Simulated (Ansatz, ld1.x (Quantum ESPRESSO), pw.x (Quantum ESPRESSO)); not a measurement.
## What a changed setting does to a pw.x run (fcc S)

Potential: norm-conserving Troullier–Martins (Kleinman–Bylander form), ld1.x (Quantum ESPRESSO) 7.5, PBE; core [Ne], reference 3s2 3p4; waves: 3s (bound): rc 1.50 bohr; 3p (bound): rc 1.80 bohr; 3d channel at 0.3 Ry: rc 1.70 bohr; local part: all-electron potential smoothed inside 1.60 bohr (lloc = -2); core correction: none.

The reference run (k-mesh 14³, cutoffs 75/300 Ry, Fermi–Dirac 0.01 Ry, mixing_beta 0.4, conv_thr 1e-9, no spin) gives -0.19 GPa at 15.941 Å³/atom, where all-electron LAPW gives -0.09 GPa. This run, with its own iteration cap, changes ecutrho/ecutwfc to 2.

```
&control
  calculation='scf', prefix='x', pseudo_dir='./', outdir='./tmp', tstress=.true., disk_io='none'
/
&system
  ibrav=0, nat=1, ntyp=1, ecutwfc=75, ecutrho=150, nbnd=10,
  occupations='smearing', smearing='fd', degauss=0.01
/
&electrons
  conv_thr=1e-09, mixing_beta=0.4, electron_maxstep=60
/
ATOMIC_SPECIES
S 1.0 S.UPF
CELL_PARAMETERS angstrom
  0.00000000 1.99753864 1.99753864
  1.99753864 0.00000000 1.99753864
  1.99753864 1.99753864 0.00000000
ATOMIC_POSITIONS crystal
S 0.0000 0.0000 0.0000
K_POINTS automatic
14 14 14 0 0 0
```

```bash
pw.x < S.scf.in > S.scf.out
```

Q: How does the run end?

A: It converges in 6 iterations; the free energy moves by +0.0 meV/atom and the pressure by +0.00 GPa. Below 4 the density is truncated and F is no longer variational, so a small shift in one case is no licence.

```
Message from routine set_cutoff:
     ecutrho < 4*ecutwfc, are you sure?
     Message from routine setup:
     using ibrav=0 with symmetry is DISCOURAGED, use correct ibrav instead
     lattice parameter (alat)  =       5.3384  a.u.
     unit-cell volume          =     107.5752 (a.u.)^3
     number of electrons       =         6.00
     number of Kohn-Sham states=           10
     kinetic-energy cutoff     =      75.0000  Ry
     charge density cutoff     =     150.0000  Ry
     scf convergence threshold =      1.0E-09
     Exchange-correlation= PBE
     number of k points=   104  Fermi-Dirac smearing, width (Ry)=  0.0100
     iteration #  1     ecut=    75.00 Ry     beta= 0.40
     total energy              =     -20.35999874 Ry
     estimated scf accuracy    <       0.00087746 Ry
     iteration #  2     ecut=    75.00 Ry     beta= 0.40
     total energy              =     -20.35999013 Ry
     estimated scf accuracy    <       0.00020536 Ry
     iteration #  3     ecut=    75.00 Ry     beta= 0.40
     total energy              =     -20.36001558 Ry
     estimated scf accuracy    <       0.00000322 Ry
     iteration #  4     ecut=    75.00 Ry     beta= 0.40
     total energy              =     -20.36001603 Ry
     estimated scf accuracy    <       0.00000003 Ry
     iteration #  5     ecut=    75.00 Ry     beta= 0.40
     total energy              =     -20.36001603 Ry
     estimated scf accuracy    <          3.6E-09 Ry
     iteration #  6     ecut=    75.00 Ry     beta= 0.40
     the Fermi energy is     8.9595 ev
!    total energy              =     -20.36001603 Ry
     estimated scf accuracy    <          5.2E-12 Ry
     smearing contrib. (-TS)   =      -0.00395464 Ry
     The total energy is F=E-TS. E is the sum of the following terms:
     one-electron contribution =       4.95127859 Ry
     hartree contribution      =       0.96577387 Ry
     xc contribution           =      -4.41036703 Ry
     ewald contribution        =     -21.86274681 Ry
     convergence has been achieved in   6 iterations
          total   stress  (Ry/bohr**3)                   (kbar)     P=       -1.89
     Message from routine punch:
     Nothing written, as per user request (disk_io='none')
```

The run took about 8.7 s on one core of a shared host (Neoverse-V1, 32 threads, 247 GiB, load 11).
